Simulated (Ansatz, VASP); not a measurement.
# GaP: VASP beside Ansatz

```
Ga P
1.0
     0.00000    2.69565    2.69565
     2.69565    0.00000    2.69565
     2.69565    2.69565    0.00000
Ga P
1 1
Direct
  0.00000 0.00000 0.00000
  0.75000 0.75000 0.75000
```

Alike in both runs: functional LDA; k mesh 8 × 8 × 8; occupations gaussian, width 0.02 eV; no spin polarisation.

Ansatz relaxed the structure, and its values are those at the end. VASP's run is a single point on that final structure, the one shown.

```csv
,VASP,Ansatz
version,VASP 6.6.1,Ansatz 0.2.0
potentials or method,"VASP PAW LDA potentials, release 64 (Ga_d, P)","scalar-relativistic, plane waves, PAW"
plane-wave cutoff (eV),520,420
valence electrons in the cell,18,18
```

|  | VASP | Ansatz | Ansatz less VASP |
| --- | --- | --- | --- |
| gap on the k mesh at the Fermi level (eV) | 1.43 | 1.43 | +0.001 |
| least direct gap on the mesh (eV) | 1.91 | 1.88 | -0.029 |
| pressure (GPa) | 0.1 | 0.0 | -0.08 |

A k mesh can miss the band edges.
